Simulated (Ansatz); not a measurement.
# Relaxing K

All numbers below come from Ansatz 0.2.0, DFT PBEsol, scalar-relativistic, plane waves, PAW. (420 eV cutoff, 12×12×6 k-mesh, Gaussian smearing of 0.10 eV, no spin polarisation)

What was changed in Ag: Ag → K on all its sites, cell and atoms relaxed.

Command:

```bash
ansatz run input.yaml --threads 1 --pin off --max-ram 2560MiB --backend cpu --events-out ev --progress --plain --runs-dir out
```

Input:

```yaml
crystal:
  lattice:
    - [4.6667122987, 0.0, 0.0]
    - [-2.3333561493, 4.0414914028, 0.0]
    - [0.0, 0.0, 7.4354793949]
  atoms:
    - { symbol: K, position: [0.3333333333, 0.6666666667, 0.25] }
    - { symbol: K, position: [0.6666666667, 0.3333333333, 0.75] }
basis:
  ecutwfc: 420
kpoints:
  mp_grid: { grid: [12, 12, 6] }
hamiltonian:
  xc: pbesol
scf:
  occupations: { method: gaussian, width: 0.1 }
output:
  forces: true
  stress: true
  eigenvalues: true
relax:
  adjacent_minimum: "off"
  f_tol: 0.01
  max_steps: 60
  cell: { stress_tol: 0.1 }
```

F is the free energy. Steps run on the plane waves of an earlier cell, but the last one, and at times one on the way, on a freshly chosen basis, so a repeated geometry can differ a little in energy.

Steps:

| step | F − F(1) (eV) | largest force component (eV/Å) | V (Å³/atom) | P (GPa) |
| --- | --- | --- | --- | --- |
| 1 | 0.0000 | 0.000 | 70.118 | 0.06 |
| 2 | -0.0002 | 0.000 | 70.249 | 0.05 |
| 3 | -0.0013 | 0.000 | 71.339 | -0.01 |
| 4 | -0.0013 | 0.000 | 71.339 | -0.01 |

Relaxed structure:

```yaml
crystal:
  lattice:
    - [4.66000, 0.00000, 0.00000]
    - [-2.33000, 4.03568, 0.00000]
    - [0.00000, 0.00000, 7.58678]
  atoms:
    - { symbol: K, position: [0.33333, 0.66667, 0.25000] }
    - { symbol: K, position: [0.66667, 0.33333, 0.75000] }
```

Symmetry: P6_3/mmc, No. 194, hexagonal system. The conventional cell has a = 4.660 Å, b = 4.660 Å, c = 7.587 Å, α = 90.00°, β = 90.00°, γ = 120.00°.

The run converged. Time: 32 s on 1 thread of Arm Neoverse V1 (shared host), peak memory 0.43 GiB.